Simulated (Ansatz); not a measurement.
# PbI$_{2}$: an elastic constant from a strain scan

These are results of DFT PBEsol, scalar-relativistic, plane waves, PAW (Ansatz 0.2.0), not measurements. The runs took a 420 eV cutoff, a Γ-centred 9×9×4 mesh and Gaussian smearing (0.05 eV). Spin–orbit coupling is left out, which can shift energies with elements as heavy as these. No spin polarisation. Energies are free energies at this smearing, counted from the undisturbed cell; pressure is positive in compression.

Reference structure (as given, not relaxed at this level; it stands at 0.1 GPa):

```yaml
crystal:
  lattice:
    - [4.55500, 0.00000, 0.00000]
    - [-2.27750, 3.94475, 0.00000]
    - [0.00000, 0.00000, 6.97700]
  atoms:
    - { symbol: Pb, position: [0.00000, 0.00000, 0.00000] }
    - { symbol: I, position: [0.33333, 0.66667, 0.26500] }
    - { symbol: I, position: [0.66667, 0.33333, 0.73500] }
```

The cell holds layers and no dispersion correction was added, so their binding is poorly described.

The cell is strained by ε times the Voigt pattern (0, 0, 1, 0, 0, 0) (xx, yy, zz, yz, xz, xy; engineering shear) with fractional coordinates fixed. The cell holds 3 atoms in V0 = 125.37 Å³. The stress column is τ = (1/V0) dE/dε, got from the stress tensor σ (compression positive) at each point as −det(1 + εP) σ : P(1 + εP)⁻¹, with P the pattern as a tensor.

| ε | ΔE (meV/atom) | τ (GPa) |
| --- | --- | --- |
| -0.0600 | ? | ? |
| -0.0300 | 5.451 | -1.260 |
| 0.0000 | 0.000 | -0.149 |
| 0.0150 | 0.435 | 0.369 |
| 0.0450 | 7.165 | 1.337 |

Q: Which combination of elastic constants does this scan measure, and how large is it?

A: For small ε, τ = τ0 + Kε with K = pᵀCp, which for this pattern is C33 in the Cartesian frame shown. The parabola through τ at ε = -0.0300, 0 and 0.0150 has slope K = 35 GPa at zero. The energies per cell, E = NΔE, of the same two points give K = 2[E(ε₊)/ε₊ − E(ε₋)/ε₋]/[(ε₊ − ε₋)V0] = 36 GPa, in agreement. These are clamped-ion values.

Q: Predict the withheld row at ε = -0.0600 from the harmonic law, and compare.

A: ΔE = V0(τ0 ε + Kε²/2)/N = 18.944 meV/atom and τ = -2.27 GPa. The calculation gives 20.010 meV/atom and -2.48 GPa: the energy lies 6 % above the harmonic value, as bonds stiffen under compression.

Forces appear on the atoms along this scan, and letting them relax would lower the energy and soften the response.